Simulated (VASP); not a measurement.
# ZnO (P6_3/mmc) in VASP: a series of runs

Runs on ZnO. Level: LDA. Tasks: single point, relaxation of cell and atoms.

Everything below comes from runs of VASP 6.6.1. Logs are shortened: lines on timing, memory, paths and dates and some standing lists are left out, and cuts for length are marked.

## Step 1: The crystal as given

Symmetry: P6_3/mmc, No. 194, hexagonal system. The conventional cell has a = 3.370 Å, b = 3.370 Å, c = 4.424 Å, α = 90.00°, β = 90.00°, γ = 120.00°. Around Zn (site symmetry -6m2) lie 5 O at 1.95 to 2.21 Å. O (site symmetry -6m2) has 5 Zn at 1.95 to 2.21 Å as nearest neighbours.

Measurements of this composition are mostly on another form, of space group No. 186.

## Step 2: Single point, LDA

Contents of INCAR:

```
PREC = Accurate
ENCUT = 520
EDIFF = 1E-6
ISMEAR = 0
SIGMA = 0.02
LREAL = False
LASPH = True
NELM = 100
ALGO = Fast
ISIF = 2
LWAVE = False
LCHARG = True
GGA = CA
LELF = True
LVHAR = True
NBANDS = 26
```

Contents of KPOINTS:

```
regular mesh
0
Gamma
  9 9 6
```

Contents of POSCAR:

```
ZnO
1.0
    3.3696485231      0.0000000000      0.0000000000
   -1.6848242615      2.9182012228      0.0000000000
    0.0000000000      0.0000000000      4.4242137997
Zn O
2 2
Direct
    0.3333333333      0.6666666667      0.0000000000
    0.6666666667      0.3333333333      0.5000000000
    0.3333333333      0.6666666667      0.5000000000
    0.6666666667      0.3333333333      1.0000000000
```

Potentials or basis: VASP PAW LDA potentials, release 64 (Zn, O).

Launch:

```console
$ cat potpaw_LDA.64/Zn/POTCAR potpaw_LDA.64/O/POTCAR > POTCAR
$ mpirun -np 1 vasp_std > vasp.out
```

OUTCAR:

```text
PREC = Accurate
   ENCUT = 520
   EDIFF = 1E-6
   ISMEAR = 0
   LREAL = False
   LASPH = True
   NELM = 100
   ISIF = 2
   GGA = CA

 ion  position               nearest neighbor table
   1  0.333  0.667  0.000-   4 1.95   4 1.95   4 1.95   3 2.21   3 2.21   2 2.95   2 2.95   2 2.95
                             2 2.95   2 2.95   2 2.95
   2  0.667  0.333  0.500-   3 1.95   3 1.95   3 1.95   4 2.21   4 2.21   1 2.95   1 2.95   1 2.95
                             1 2.95   1 2.95   1 2.95
   3  0.333  0.667  0.500-   2 1.95   2 1.95   2 1.95   1 2.21   1 2.21
   4  0.667  0.333  0.000-   1 1.95   1 1.95   1 1.95   2 2.21   2 2.21

  LATTYP: Found a hexagonal cell.
 ALAT       =     3.3696485231
 C/A-ratio  =     1.3129600222

  Lattice vectors:

 A1 = (   3.3696485231,   0.0000000000,   0.0000000000)
 A2 = (  -1.6848242615,   2.9182012228,   0.0000000000)
 A3 = (   0.0000000000,   0.0000000000,   4.4242137997)

Analysis of symmetry for initial positions (statically):
=====================================================================
 Subroutine PRICEL returns:
 Original cell was already a primitive cell.

 Routine SETGRP: Setting up the symmetry group for a
 hexagonal supercell.

 Subroutine GETGRP returns: Found 24 space group operations
 (whereof 12 operations were pure point group operations)
 out of a pool of 24 trial point group operations.

The static configuration has the point symmetry D_3h.
 The point group associated with its full space group is D_6h.

Analysis of symmetry for dynamics (positions and initial velocities):
=====================================================================
 Subroutine PRICEL returns:
 Original cell was already a primitive cell.

 Routine SETGRP: Setting up the symmetry group for a
 hexagonal supercell.

 Subroutine GETGRP returns: Found 24 space group operations
 (whereof 12 operations were pure point group operations)
 out of a pool of 24 trial point group operations.

The dynamic configuration has the point symmetry D_3h.
 The point group associated with its full space group is D_6h.

 Subroutine INISYM returns: Found 24 space group operations
 (whereof 12 operations are pure point group operations),
 and found     1 'primitive' translations

----------------------------------------------------------------------------------------

                                     Primitive cell

  volume of cell :      43.5047

  direct lattice vectors                    reciprocal lattice vectors
     3.369648523  0.000000000  0.000000000     0.296766857  0.171338425  0.000000000
    -1.684824261  2.918201223  0.000000000     0.000000000  0.342676849  0.000000000
     0.000000000  0.000000000  4.424213800     0.000000000  0.000000000  0.226028860

  length of vectors
     3.369648523  3.369648523  4.424213800     0.342676849  0.342676849  0.226028860

  position of ions in fractional coordinates (direct lattice)
     0.333333333  0.666666667  0.000000000
     0.666666667  0.333333333  0.500000000
     0.333333333  0.666666667  0.500000000
     0.666666667  0.333333333  0.000000000

  ion indices of the primitive-cell ions
   primitive index   ion index
                 1           1
                 2           2
                 3           3
                 4           4

----------------------------------------------------------------------------------------

 KPOINTS: regular mesh

Automatic generation of k-mesh.
 Grid dimensions read from file:
 generate k-points for:    9    9    6

 Generating k-lattice:

  Cartesian coordinates                     Fractional coordinates (reciprocal lattice)
     0.032974095  0.019037603  0.000000000     0.111111111  0.000000000  0.000000000
     0.000000000  0.038075205  0.000000000     0.000000000  0.111111111  0.000000000
     0.000000000  0.000000000  0.037671477     0.000000000  0.000000000  0.166666667

  Length of vectors
     0.038075205  0.038075205  0.037671477

  Shift w.r.t. Gamma in fractional coordinates (k-lattice)
     0.000000000  0.000000000  0.000000000

 Subroutine IBZKPT returns following result:
 ===========================================

 Found     48 irreducible k-points:

 Following reciprocal coordinates:
            Coordinates               Weight
  0.000000  0.000000  0.000000      1.000000
  0.111111 -0.000000  0.000000      6.000000
  0.222222 -0.000000  0.000000      6.000000
  0.333333 -0.000000  0.000000      6.000000
  0.444444 -0.000000  0.000000      6.000000
  0.111111  0.111111  0.000000      6.000000
[... 16 lines left out ...]
  0.333333  0.222222  0.166667     24.000000
  0.333333  0.333333  0.166667      4.000000
 [... further k-points ...]
   k-points           NKPTS =     48   k-points in BZ     NKDIM =     48   number of bands    NBANDS=     26
   number of dos      NEDOS =    301   number of ions     NIONS =      4
   total plane-waves  NPLWV =  28224
   dimension x,y,z NGX =    28 NGY =   28 NGZ =   36
   dimension x,y,z NGXF=    56 NGYF=   56 NGZF=   72
   ions per type =               2   2
   NGX,Y,Z   is equivalent  to a cutoff of  13.81, 13.81, 13.53 a.u.
   NGXF,Y,Z  is equivalent  to a cutoff of  27.63, 27.63, 27.05 a.u.
 SYSTEM =  unknown system
   PREC   = accura    normal or accurate (medium, high low for compatibility)
   ISTART =      0    job   : 0-new  1-cont  2-samecut
   ICHARG =      2    charge: 1-file 2-atom 10-const
   ISPIN  =      1    spin polarized calculation?
   LNONCOLLINEAR =      F non collinear calculations
   LSORBIT =      F    spin-orbit coupling
   LASPH  =      T    aspherical Exc in radial PAW
   ENCUT  =  520.0 eV  38.22 Ry    6.18 a.u.   6.27  6.27  8.23*2*pi/ulx,y,z
   NELM   =    100;   NELMIN=  2; NELMDL= -5     # of ELM steps
   EDIFF  = 0.1E-05   stopping-criterion for ELM
   LREAL  =      F    real-space projection
   EDIFFG = 0.1E-04   stopping-criterion for IOM
   NSW    =      0    number of steps for IOM
   IBRION =     -1    ionic relax: 0-MD 1-quasi-New 2-CG
   NFREE  =      0    steps in history (QN), initial steepest desc. (CG)
   ISIF   =      2    stress and relaxation
   ISYM   =      2    0-nonsym 1-usesym 2-fastsym
   POTIM  = 0.5000    time-step for ionic-motion
   TEBEG  =    0.0;   TEEND  =   0.0 temperature during run
   PSTRESS=    0.0 pullay stress
   NELECT =      36.0000    total number of electrons
   NUPDOWN=      -1.0000    fix difference up-down
   EMIN   =  10.00;   EMAX   =-10.00  energy-range for DOS
   EFERMI =   0.00;   METHOD = LEGACY
   ISMEAR =     0;   SIGMA  =   0.02  broadening in eV -4-tet -1-fermi 0-gaus
   EFERMI_NEDOS =   21; number of points for ismear=-14 and -15
   IALGO  =     68    algorithm
   IMIX   =      4    mixing-type and parameters
     AMIX     =   0.40;   BMIX     =  1.00
     AMIX_MAG =   1.60;   BMIX_MAG =  1.00
  volume/ion in A,a.u.               =      10.88        73.40
  Fermi-wavevector in a.u.,A,eV,Ry     =   1.536964  2.904441 32.140474  2.362258
  Thomas-Fermi vector in A             =   2.643539
   LORBIT       =      0    0 simple, 1 ext, 2 COOP (PROOUT), +10 PAW based schemes
   GGA     = CA    functional components
   LHFCALC =     F    Hartree Fock is set to
   AEXX    =    0.0000 exact exchange contribution
   IVDW    =     0    specifies the selected vdW correction
   LEPSILON=     F    determine dielectric tensor
   LRPA    =     F    only Hartree local field effects (RPA)
 non-spin polarized calculation
 RMM-DIIS sequential band-by-band and
 Gauss-broadening in eV      SIGMA  =   0.02
  energy-cutoff  :      520.00
  volume of cell :       43.50
 maximum number of plane-waves:      1188
 NGX is ok and might be reduce to    28
   NGX = 13   NGY = 13   NGZ = 17

 number of electron      35.9999991 magnetization

 Free energy of the ion-electron system (eV)
  ---------------------------------------------------
  ext. energy  EPLUGINS =         0.00000000
  ---------------------------------------------------
  free energy    TOTEN  =       -20.90698853 eV

  energy without entropy =      -20.90698853  energy(sigma->0) =      -20.90698853

 E-fermi :   1.7337     XC(G=0): -11.9698

 val. band max:        1.5515867968   @ k =   0.3333   0.3333   0.5000
 cond. band min:       2.6196601852   @ k =   0.0000   0.0000   0.0000
 fundamental gap:      1.0680733883
 Fermi energy:         1.7336964908

 k-point     1 :       0.0000    0.0000    0.0000
  band No.  band energies     occupation
      1     -16.6590      2.00000
      2     -15.2938      2.00000
      3      -4.5326      2.00000
      4      -4.5326      2.00000
      5      -4.3975      2.00000
      6      -4.3975      2.00000
[... 18 lines left out ...]
     25      14.8636      0.00000
     26      17.2070      0.00000

 k-point     2 :       0.1111   -0.0000    0.0000
  band No.  band energies     occupation
      1     -16.5825      2.00000
      2     -15.2837      2.00000
      3      -4.5501      2.00000
      4      -4.4764      2.00000
      5      -4.4333      2.00000
      6      -4.3050      2.00000
[... 18 lines left out ...]
     25      15.1832      0.00000
     26      17.8192      0.00000

 k-point     3 :       0.2222   -0.0000    0.0000
  band No.  band energies     occupation
      1     -16.3738      2.00000
      2     -15.2697      2.00000
      3      -4.6526      2.00000
      4      -4.3956      2.00000
      5      -4.3036      2.00000
      6      -4.0622      2.00000
[... 18 lines left out ...]
     25      15.7635      0.00000
     26      16.1395      0.00000

 k-point     4 :       0.3333   -0.0000    0.0000
  band No.  band energies     occupation
      1     -16.0946      2.00000
      2     -15.2898      2.00000
      3      -4.7492      2.00000
      4      -4.2093      2.00000
      5      -4.0527      2.00000
      6      -3.9868      2.00000
[... 18 lines left out ...]
     25      14.7422      0.00000
     26      17.3526      0.00000
[... 496 lines left out ...]
      1     -15.8942      2.00000
      2     -15.3444      2.00000
      3      -4.5838      2.00000
      4      -4.5208      2.00000
      5      -3.9995      2.00000
      6      -3.9263      2.00000
[... 18 lines left out ...]
     25      13.8143      0.00000
     26      16.6421      0.00000

 k-point    23 :       0.3333    0.2222    0.1667
  band No.  band energies     occupation
      1     -15.6877      2.00000
      2     -15.4133      2.00000
      3      -4.4929      2.00000
      4      -4.2794      2.00000
      5      -3.9150      2.00000
      6      -3.8533      2.00000
[... 18 lines left out ...]
     25      14.4172      0.00000
     26      15.6719      0.00000

 k-point    24 :       0.3333    0.3333    0.1667
  band No.  band energies     occupation
      1     -15.5269      2.00000
      2     -15.5269      2.00000
      3      -4.2346      2.00000
      4      -4.2346      2.00000
      5      -3.8391      2.00000
      6      -3.8391      2.00000
[... 18 lines left out ...]
     25      15.5352      0.00000
     26      15.7021      0.00000

 [... further k-points ...]
[... 5 lines left out ...]
  --------------------------------------------------------------------------------------
  -------------------------------------------------------------------------------------
  Total        0.3964043      0.3964043      0.2662809      0.0000000     -0.0000000      0.0000000
  in kB       14.5986608     14.5986608      9.8065159      0.0000000     -0.0000000      0.0000000
  external PRESSURE =      13.0012792 kB  Pullay stress =       0.0000000 kB

 VOLUME and BASIS-vectors are now :
 -----------------------------------------------------------------------------
  energy-cutoff  :      520.00
  volume of cell :       43.50
      direct lattice vectors                 reciprocal lattice vectors
     3.369648523  0.000000000  0.000000000     0.296766857  0.171338425  0.000000000
    -1.684824261  2.918201223  0.000000000     0.000000000  0.342676849  0.000000000
     0.000000000  0.000000000  4.424213800     0.000000000  0.000000000  0.226028860

 POSITION                                       TOTAL-FORCE (eV/Angst)
 -----------------------------------------------------------------------------------
     -0.00000      1.94547      0.00000         0.000000      0.000000      0.000000
      1.68482      0.97273      2.21211        -0.000000     -0.000000      0.000000
     -0.00000      1.94547      2.21211        -0.000000      0.000000      0.000000
      1.68482      0.97273      0.00000         0.000000      0.000000      0.000000
 -----------------------------------------------------------------------------------
    total drift:                               -0.000000      0.000000     -0.000000

  FREE ENERGIE OF THE ION-ELECTRON SYSTEM (eV)
  ---------------------------------------------------
  free  energy   TOTEN  =       -20.9069885301 eV

  energy  without entropy=      -20.9069885301  energy(sigma->0) =      -20.90698853
```

It took 33 s on 1 thread of Intel Xeon Platinum 8488C (Sapphire Rapids), shared host; peak memory 0.17 GiB.

Results:

```yaml
Free_energy: -20.9070 eV
Pressure: 1.3 GPa
Band_gap_on_the_k_mesh: 1.07 eV, indirect (least direct gap 1.11 eV)
```

Levels at points of the mesh, in eV from the valence-band top:
```csv
k point,band 16,band 17,band 18,band 19,band 20,band 21
"(0.00, 0.00, 0.00)",-0.82,-0.04,-0.04,1.07,4.95,10.00
"(0.00, 0.00, 0.50)",-0.36,-0.36,-0.36,4.43,4.43,11.52
```

Caveat: an odd mesh through Γ misses points on the zone boundary, where band edges often lie.

## Step 3: Relaxation of cell and atoms, LDA

Contents of INCAR:

```
ALGO = Fast ; EDIFF = 1E-6
EDIFFG = -0.002 ; ENCUT = 600
GGA = CA ; IBRION = 2
ISIF = 3 ; ISMEAR = 0
LASPH = True ; LCHARG = False
LREAL = False ; LWAVE = False
NELM = 100 ; NSW = 100
PREC = Accurate ; SIGMA = 0.02
```

Contents of KPOINTS:

```
k-points
0
Gamma
  9 9 6
```

POSCAR is that of step 2.

Potentials or basis: VASP PAW LDA potentials, release 64 (Zn, O).

Launch:

```console
$ cat potpaw_LDA.64/Zn/POTCAR potpaw_LDA.64/O/POTCAR > POTCAR
$ mpirun -np 1 vasp_std > vasp.out
```

Run time: 2 min. Hardware: 1 thread of Intel Xeon Platinum 8488C (Sapphire Rapids), shared host; peak memory 0.18 GiB.

Results (log left out):

```yaml
Free_energy: -20.9133 eV
Relaxed_volume: 10.95 Å³/atom
Relaxed_cell: a = 3.380 Å, b = 3.380 Å, c = 4.428 Å, α = 90.00°, β = 90.00°, γ = 120.00°
Space_group_after_relaxing_to_0.05_Å: P6_3/mmc (No. 194)
Energy_gained_by_relaxing: 0.3 meV/atom
Ionic_steps: 9
Pressure_after_relaxing: 0.0 GPa
Band_gap_on_the_k_mesh: 1.04 eV, indirect (least direct gap 1.10 eV)
```

Step by step:
| step | energy change (eV) | largest force (eV/Å) | pressure (GPa) | volume (Å³) |
| --- | --- | --- | --- | --- |
| 1 | 0.0000 | 0.0000 | 1.12 | 43.50 |
| 2 | -0.0007 | 0.0000 | -0.78 | 43.98 |
| 3 | -0.0011 | 0.0000 | 0.06 | 43.81 |
| 4 | -0.0011 | 0.0000 | -0.18 | 43.82 |
| 5 | -0.0011 | 0.0000 | -0.02 | 43.81 |
| 6 | -0.0011 | 0.0000 | -0.02 | 43.81 |
| 7 | -0.0011 | 0.0000 | -0.08 | 43.81 |
| 8 | -0.0011 | 0.0000 | -0.08 | 43.79 |
| 9 | -0.0011 | 0.0000 | -0.02 | 43.80 |

Final structure:
```xyz
4
Lattice="3.3796 0.0000 0.0000 -1.6898 2.9268 0.0000 0.0000 0.0000 4.4282" Properties=species:S:1:pos:R:3 pbc="T T T"
Zn    0.0000    1.9512    0.0000
Zn    1.6898    0.9756    2.2141
O     0.0000    1.9512    2.2141
O     1.6898    0.9756    0.0000
```

Levels at points of the mesh, in eV from the valence-band top:
| k point | band 14 | band 15 | band 16 | band 17 | band 18 | band 19 | band 20 | band 21 | band 22 |
| --- | --- | --- | --- | --- | --- | --- | --- | --- | --- |
| (0.00, 0.00, 0.00) | -1.02 | -0.84 | -0.84 | -0.05 | -0.05 | 1.04 | 4.92 | 9.97 | 11.39 |
| (0.00, 0.00, 0.50) | -2.27 | -0.38 | -0.38 | -0.38 | -0.38 | 4.41 | 4.41 | 11.49 | 11.49 |

Caveat: an odd mesh through Γ misses points on the zone boundary, where band edges often lie. A hybrid or GW would open this gap; LDA tends to underestimate it.

(Part 1 of 2 ends here.)
